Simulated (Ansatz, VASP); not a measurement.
# Al2O3: VASP beside Ansatz

Aim: how closely do two programs agree when they are given the same cell, functional and k mesh? The structure shown is frame 474 of Ansatz's trajectory.

Program: Ansatz 0.2.0. Level of theory: plane waves, with VASP 6.6.1 beside it; single point at PBE. Results are calculated unless marked as measured.

## Step 1: The starting structure

The cell holds 75 atoms: 30 Al and 45 O. Cell: a = 9.543 Å, b = 9.543 Å, c = 9.543 Å, α = 90.0°, β = 90.0°, γ = 90.0°. As first built, before any earlier steps moved the atoms (in the runner's words): 75 atoms (30 Al, 45 O) placed at random at 2.92 g/cm^3, melted at 3360 K for 5 ps at fixed volume with the Morse and Coulomb pair potential with partial charges (Pedone, Malavasi, Menziani, Cormack and Segre, J. Phys. Chem. B 110, 11780 (2006)). Snapshot at the end of a hold of 8 ps at 2400 K and fixed volume.

## Step 2: Ansatz: dynamics, PBE

Ansatz runs on its default PAW (the set named soft_2) files.

One frame of this run of dynamics is then solved in both programs, so the motion causes no difference.

File input.yaml:

```yaml
crystal:
  lattice:
    - [9.5429, 0.0, 0.0]
    - [0.0, 9.5429, 0.0]
    - [0.0, 0.0, 9.5429]
  atoms:
    - { symbol: Al, position: [0.40079, 0.82568, 0.0993] }
    - { symbol: Al, position: [0.54951, 0.05436, 0.02134] }
    - { symbol: Al, position: [0.14593, 0.99892, 0.58559] }
    - { symbol: Al, position: [0.52289, 0.51563, 0.12324] }
    - { symbol: Al, position: [0.37154, 0.49082, 0.59575] }
    - { symbol: Al, position: [0.92655, 0.05387, 0.84861] }
    - { symbol: Al, position: [0.19286, 0.5946, 0.3507] }
    - { symbol: Al, position: [0.6321, 0.04715, 0.52839] }
    - { symbol: Al, position: [0.77118, 0.66344, 0.08078] }
    - { symbol: Al, position: [0.22782, 0.56547, 0.00335] }
    - { symbol: Al, position: [0.41174, 0.8026, 0.54996] }
    - { symbol: Al, position: [0.39224, 0.04343, 0.71882] }
    - { symbol: Al, position: [0.12748, 0.31581, 0.12397] }
    - { symbol: Al, position: [0.06025, 0.87751, 0.09974] }
    - { symbol: Al, position: [0.42262, 0.32537, 0.33995] }
    - { symbol: Al, position: [0.61558, 0.78766, 0.83141] }
    - { symbol: Al, position: [0.72638, 0.31831, 0.97804] }
    - { symbol: Al, position: [0.9024, 0.50765, 0.25954] }
    - { symbol: Al, position: [0.00107, 0.40234, 0.8549] }
    - { symbol: Al, position: [0.77979, 0.31926, 0.53224] }
    - { symbol: Al, position: [0.00825, 0.06382, 0.29742] }
    - { symbol: Al, position: [0.63998, 0.58901, 0.39063] }
    - { symbol: Al, position: [0.37135, 0.01678, 0.31163] }
    - { symbol: Al, position: [0.15084, 0.8032, 0.82501] }
    - { symbol: Al, position: [0.40719, 0.33531, 0.84045] }
    - { symbol: Al, position: [0.77953, 0.81719, 0.36526] }
    - { symbol: Al, position: [0.63159, 0.51737, 0.72277] }
    - { symbol: Al, position: [0.87746, 0.9644, 0.60753] }
    - { symbol: Al, position: [0.12615, 0.3048, 0.53022] }
    - { symbol: Al, position: [0.92059, 0.65425, 0.60642] }
    - { symbol: O, position: [0.36952, 0.46289, 0.05596] }
    - { symbol: O, position: [0.03603, 0.95457, 0.4501] }
    - { symbol: O, position: [0.038, 0.6726, 0.72691] }
    - { symbol: O, position: [0.09689, 0.45983, 0.96539] }
    - { symbol: O, position: [0.76802, 0.97217, 0.7719] }
    - { symbol: O, position: [0.32358, 0.93783, 0.44754] }
    - { symbol: O, position: [0.74211, 0.00303, 0.39226] }
    - { symbol: O, position: [0.04751, 0.42911, 0.22022] }
    - { symbol: O, position: [0.53432, 0.48719, 0.31286] }
    - { symbol: O, position: [0.03654, 0.35796, 0.6712] }
    - { symbol: O, position: [0.45035, 0.97692, 0.16649] }
    - { symbol: O, position: [0.58104, 0.6731, 0.70292] }
    - { symbol: O, position: [0.04107, 0.91582, 0.92488] }
    - { symbol: O, position: [0.78065, 0.47185, 0.06177] }
    - { symbol: O, position: [0.26735, 0.88979, 0.7079] }
    - { symbol: O, position: [0.516, 0.16422, 0.41294] }
    - { symbol: O, position: [0.29176, 0.26986, 0.22351] }
    - { symbol: O, position: [0.92367, 0.05098, 0.15668] }
    - { symbol: O, position: [0.78097, 0.43845, 0.39231] }
    - { symbol: O, position: [0.28954, 0.42408, 0.44289] }
    - { symbol: O, position: [0.75904, 0.6572, 0.27061] }
    - { symbol: O, position: [0.52745, 0.95712, 0.63051] }
    - { symbol: O, position: [0.18241, 0.95783, 0.17103] }
    - { symbol: O, position: [0.79598, 0.47545, 0.65537] }
    - { symbol: O, position: [0.00415, 0.03988, 0.69111] }
    - { symbol: O, position: [0.51979, 0.8825, 0.93008] }
    - { symbol: O, position: [0.2645, 0.73524, 0.94895] }
    - { symbol: O, position: [0.5736, 0.42185, 0.87818] }
    - { symbol: O, position: [0.30634, 0.47428, 0.76197] }
    - { symbol: O, position: [0.60965, 0.75062, 0.41031] }
    - { symbol: O, position: [0.24263, 0.1589, 0.60651] }
    - { symbol: O, position: [0.84271, 0.79616, 0.55196] }
    - { symbol: O, position: [0.03497, 0.21527, 0.39876] }
    - { symbol: O, position: [0.42468, 0.13918, 0.86508] }
    - { symbol: O, position: [0.55342, 0.67896, 0.10314] }
    - { symbol: O, position: [0.61914, 0.20533, 0.06676] }
    - { symbol: O, position: [0.13954, 0.21671, 0.95544] }
    - { symbol: O, position: [0.94434, 0.75809, 0.13535] }
    - { symbol: O, position: [0.74724, 0.67178, 0.88645] }
    - { symbol: O, position: [0.51933, 0.42225, 0.63479] }
    - { symbol: O, position: [0.76023, 0.15691, 0.58932] }
    - { symbol: O, position: [0.04479, 0.60054, 0.44871] }
    - { symbol: O, position: [0.24528, 0.70256, 0.21432] }
    - { symbol: O, position: [0.37021, 0.63538, 0.5076] }
    - { symbol: O, position: [0.86249, 0.26464, 0.87993] }
kpoints:
  mp_grid: { grid: [1, 1, 1] }
hamiltonian:
  xc: pbe
scf:
  occupations: { method: fermi_dirac, width: 0.207 }
output:
  forces: true
  stress: true
md:
  timestep: 2.0
  n_steps: 1400
  ensemble: nvt_nose_hoover
  temperature: 2400
  initial_velocities: maxwell_boltzmann
  seed: 6
```

Launch:

```bash
ansatz run input.yaml --threads 4 --pin off --max-ram 15360MiB --backend cpu --events-out ev --progress --plain --runs-dir out
```

Numbers of over 12 decimals in the logs are rounded to 6 here.

Output:

```text
Warning: md: disabling space-group detection — thermal motion breaks the input geometry's symmetry, so no spatial operation reduces the k-mesh or symmetrises the density; time reversal is kept, so that k and −k are solved as one point where they differ and the mesh holds both, and exact exchange and, on two spinor components, a DFT+U term hold to it where the run has them: on two components no moment then forms, and  [...]
Warning: output.stress: scf.convergence.dr2_threshold = 7.5e-8 eV (the default of an md: trajectory) is looser than the 7.5e-9 eV advised for a printed stress (1e-10 eV for each atom of the cell: 75). What an SCF threshold leaves in a stress goes as its square root, and in the free energy as the threshold itself, and one threshold admits the most on a small cell: [figures from the program's tests cut] Set scf.converg [...]
band count auto-derived: 266 (N_el = 360.0; filled up to band 180; 255 by the electrons, moments and atoms)
Engine: ansatz 0.2.0, aarch64-unknown-linux-gnu
Pseudopotentials: kind: paw
Pseudopotential: Al, paw, valence charge 3, recommended cutoff 420 eV (normal), Al.paw.azcp
Pseudopotential: O, paw, valence charge 6, recommended cutoff 420 eV (normal), O.paw.azcp
Functional definition: PBE
  parameter kappa = 0.804
  parameter beta = 0.066725
  exchange = pbe_x(kappa = kappa, mu = beta*pi^2/3)
  correlation = pbe_c(beta = beta)
Crystal: 75 atoms, lattice volume = 869.043 Å³
Basis set: ecut = 420 eV, 17071 PW (Γ), exchange–correlation on 128×128×128 points (8 copies of the dense FFT grid, shifted against one another)
Bands: 266, of which v1, the nominal top of the filled ones, is band 180 counted from 1 (179 counted from 0)
Symmetry: 1 space group operations
k-points: 1
Non-local potential: Al, projectors of the file, l = 0: 2, l = 1: 2, l = 2: 1
Non-local potential: O, projectors of the file, l = 0: 2, l = 1: 2, l = 2: 1
PAW form: soft (Blöchl's): semilocal exchange-correlation on the pseudo side does not see the compensation charge
PAW one-centre angular grid: Al, 110 points (default); XC on 64 Gauss nodes
PAW one-centre angular grid: O, 110 points (default); XC on 64 Gauss nodes
Initial density: superposition of atomic densities (neutral atoms: chi_scale 0, normalization atom), corrected by the library's trained network
Initial wavefunctions: pseudopotential atomic-orbital guess
Functional: x = pbe(κ = 0.804, μ = 0.219515), c = pbe(β = 0.066725)
SCF iter   1: F=—  HF=-41720.330871 eV  |F-HF|=—  |Δ(HF+E_count)|=         —  Δρ=3.79e-3  dr2=1.91e-1  ethr=1.77e-3  ⟨swp⟩=5.0  Hψ=1131  notcnv=0  defer=36
preconditioner: auto → Resta (q_TF=auto, 2.356 Å⁻¹)  ε∞=3.6  [insulator: Δε(μ)=1.013 eV  Ē_g=14.964 eV  σ=0.207 eV  W_gap=0.84  n_scr=178 (ndim 8)  ℏωp=23.9 eV  f_vac=0.027  D(μ)=1.55/eV (n_scr^D=0)  ε∞_Penn≈3.6]
SCF iter   2: F=—  HF=-41720.306880 eV  |F-HF|=—  |Δ(HF+E_count)|=   2.40e-2  Δρ=2.23e-3  dr2=4.34e-2  ethr=5.30e-5  ⟨swp⟩=3.0  Hψ=497  notcnv=0  defer=36
SCF iter   3: F=—  HF=-41720.306780 eV  |F-HF|=—  |Δ(HF+E_count)|=   1.00e-4  Δρ=1.55e-3  dr2=3.18e-2  ethr=1.21e-5  ⟨swp⟩=2.0  Hψ=369  notcnv=0  defer=36
SCF iter   4: F=—  HF=-41720.307432 eV  |F-HF|=—  |Δ(HF+E_count)|=   6.52e-4  Δρ=1.57e-3  dr2=2.80e-2  ethr=8.82e-6  ⟨swp⟩=2.0  Hψ=359  notcnv=0  defer=36
SCF iter   5: F=—  HF=-41720.304707 eV  |F-HF|=—  |Δ(HF+E_count)|=   2.73e-3  Δρ=2.74e-4  dr2=8.05e-4  ethr=7.79e-6  ⟨swp⟩=2.0  Hψ=442  notcnv=0  defer=36
SCF iter   6: F=—  HF=-41720.304860 eV  |F-HF|=—  |Δ(HF+E_count)|=   1.53e-4  Δρ=1.49e-4  dr2=1.92e-4  ethr=2.24e-7  ⟨swp⟩=2.0  Hψ=369  notcnv=0  defer=36
SCF iter   7: F=—  HF=-41720.304876 eV  |F-HF|=—  |Δ(HF+E_count)|=   1.66e-5  Δρ=3.73e-5  dr2=1.45e-5  ethr=5.33e-8  ⟨swp⟩=2.0  Hψ=369  notcnv=0  defer=36
SCF iter   8: F=—  HF=-41720.306124 eV  |F-HF|=—  |Δ(HF+E_count)|=   1.25e-3  Δρ=2.09e-5  dr2=3.72e-6  ethr=4.03e-9  ⟨swp⟩=2.0  Hψ=403  notcnv=0  defer=36
[...]
md step  1356: t =  2712.00 fs  T =  2390.7 K  F+E_penalty+E_count = -41730.29802856 eV  E_kin = 22.867593 eV  conserved = -41697.41336355 eV  P_inst = 4.0247 GPa  (7 SCF iters)
md step  1360: t =  2720.00 fs  T =  2593.7 K  F+E_penalty+E_count = -41732.88272901 eV  E_kin = 24.809046 eV  conserved = -41697.49562319 eV  P_inst = 2.1690 GPa  (11 SCF iters)
md step  1364: t =  2728.00 fs  T =  2264.8 K  F+E_penalty+E_count = -41730.21217213 eV  E_kin = 21.662914 eV  conserved = -41697.46466365 eV  P_inst = 1.7892 GPa  (7 SCF iters)
md step  1368: t =  2736.00 fs  T =  1956.4 K  F+E_penalty+E_count = -41727.58892384 eV  E_kin = 18.713053 eV  conserved = -41697.41552760 eV  P_inst = 2.4210 GPa  (7 SCF iters)
md step  1372: t =  2744.00 fs  T =  2286.1 K  F+E_penalty+E_count = -41731.08399968 eV  E_kin = 21.867225 eV  conserved = -41697.47190535 eV  P_inst = 2.1311 GPa  (6 SCF iters)
md step  1376: t =  2752.00 fs  T =  2389.7 K  F+E_penalty+E_count = -41732.30572348 eV  E_kin = 22.857665 eV  conserved = -41697.43850263 eV  P_inst = 3.3619 GPa  (7 SCF iters)
md step  1380: t =  2760.00 fs  T =  2503.9 K  F+E_penalty+E_count = -41733.68324325 eV  E_kin = 23.950451 eV  conserved = -41697.49365804 eV  P_inst = 4.1690 GPa  (10 SCF iters)
md step  1384: t =  2768.00 fs  T =  2277.7 K  F+E_penalty+E_count = -41731.64892823 eV  E_kin = 21.786270 eV  conserved = -41697.42787024 eV  P_inst = 4.8126 GPa  (6 SCF iters)
md step  1388: t =  2776.00 fs  T =  2325.1 K  F+E_penalty+E_count = -41732.29627453 eV  E_kin = 22.239923 eV  conserved = -41697.47123090 eV  P_inst = 4.1373 GPa  (7 SCF iters)
md step  1392: t =  2784.00 fs  T =  2292.9 K  F+E_penalty+E_count = -41732.09052406 eV  E_kin = 21.931855 eV  conserved = -41697.45728708 eV  P_inst = 3.5681 GPa  (6 SCF iters)
md step  1396: t =  2792.00 fs  T =  2325.7 K  F+E_penalty+E_count = -41732.50018715 eV  E_kin = 22.245791 eV  conserved = -41697.46199807 eV  P_inst = 3.1054 GPa  (7 SCF iters)
[...]
md step  1400: t =  2800.00 fs  T =  2342.7 K  F+E_penalty+E_count = -41732.71795508 eV  E_kin = 22.408039 eV  conserved = -41697.44775724 eV  P_inst = 3.5445 GPa  (10 SCF iters)
SCF converged after 10 iterations
Free energy (F): -41732.717955 eV
Harris-Foulkes:  -41732.717955 eV  (|F-HF|=2.91e-8)
Internal energy: -41732.603022 eV  (E = F + TS)
E sigma→0 (E₀):  -41732.660489 eV
Entropy (-TS):   -0.114933 eV (-1.532 meV/atom)
Fermi energy:    6.257412 eV
--- Per-component energies (eV) ---
  E_band       = -677.876748
  E_kinetic    = 8736.096809
  E_local      = -19725.035590  (includes V_loc(G=0)·N_el)
  E_nonlocal   = 2447.180305
  E_hartree    = 7380.567528
  E_xc         = -4551.853502
  E_vxc        = -5157.207272  (∫ρ·V_xc dr)
  E_paw        = -21155.040006  (= ΣΔE_a)
  E_vpaw       = -1740.149376  (= ΣTr[D̂ρ^β])
  E_aug_tail   = 0.112314  (compensation charges beyond the density's cutoff)
  E_ewald      = -14864.630880
  E_smearing   = -0.114933  (= −TS)
  E_closure    = 0.000000  (closes the sum)
  Σ components = -41732.717955   (vs F -41732.717955, Δ=0.00e0)
--- Forces (eV/Å), atoms counted from 1 ---
  atom   1  Al     0.87727878     1.85079617     0.87969913
  atom   2  Al     4.26986865     1.51094472     1.17441008
  atom   3  Al     0.27515005    -1.37234100     2.02005699
  atom   4  Al    -6.63561194     3.94226031     2.97338027
  atom   5  Al     1.66983083    -2.29229479     2.94964562
  atom   6  Al     0.72096201    -1.51011805    -0.46918087
  atom   7  Al    -2.25548715    -0.40508949     1.26154534
  atom   8  Al    -0.34814065    -0.13237208    -0.46500800
  atom   9  Al    -1.86103199    -0.60479653    -0.02299030
  atom  10  Al     0.16555806     0.22862228    -0.73675986
  atom  11  Al    -0.18539772     1.10416622     0.16141533
  atom  12  Al     0.45173301    -1.44571537     1.25191389
  atom  13  Al    -0.74147067    -0.62523166    -2.39045891
  atom  14  Al    -0.24069366    -1.36344281     0.54502902
  atom  15  Al     1.77818786    -0.29266998     1.71588359
  atom  16  Al     0.45755015     2.42587328     1.81912864
  atom  17  Al    -2.04469421    -1.40476853    -1.39048714
  atom  18  Al    -1.15770907     2.96398941    -1.69490486
  atom  19  Al    -4.60145234     1.33321903     4.48857295
  atom  20  Al     4.00294343    -0.57245938    -3.27768686
  atom  21  Al    -3.61569890     1.61824833    -0.98857419
  atom  22  Al     4.82000503     0.04874718    -1.55222784
  atom  23  Al     0.56903395     1.77414893    -0.20849985
  atom  24  Al    -0.73453268     0.98060990     1.81895721
[...]
atom  68  O      0.70662632     0.52369929     1.45736876
  atom  69  O      1.37163897    -1.20544442    -0.24086926
  atom  70  O     -0.16160741     3.23846406     0.66508593
  atom  71  O      1.18923814    -1.52412343     0.23900690
  atom  72  O      1.87282743     0.53058331    -1.13381516
  atom  73  O     -0.30741916    -0.93829213    -1.66238638
  atom  74  O      3.14850329     4.08860251    -5.15100117
  atom  75  O     -1.15104528    -0.18850427    -1.10901683
  max |Σ_I F_I| component: 1.61e-4 eV/Å
--- Stress (GPa, compression-positive) ---
       -1.451406      -4.419865      -2.047178
       -4.419852      -0.049554      -0.564971
       -2.047174      -0.564961       3.760476
  P = ⅓ Tr σ = 0.7532 GPa (7.532 kbar)
--- MD trajectory: 1400 steps, t = 0.0 → 2800.0 fs ---
  final state: T = 2342.7 K   F+E_penalty+E_count = -41732.71795508 eV   E_kin = 22.408039 eV
  conserved energy: peak-to-peak 1.991e-1 eV (2.655e-3 eV/atom) over 2800.0 fs
```

Reading the cycles: dr2 is the Hartree energy of the density residual (eV), the measure of convergence; HF is the Harris–Foulkes estimate of the energy, which meets the free energy F at convergence.

(Part 1 of 2 ends here.)

[Lines on the potential files, build, host, timing and source positions are cut from VASP's logs without a mark.]

[Logs are printed without paths, hosts, clocks, repeated set-up lines and the standing remarks that a program may print on its own settings, such as how far it seeks lower states.]

[Hosts, paths, dates, database ids (printed as entryN), source tags and the programs' standing remarks are cut or masked in the printed files.]
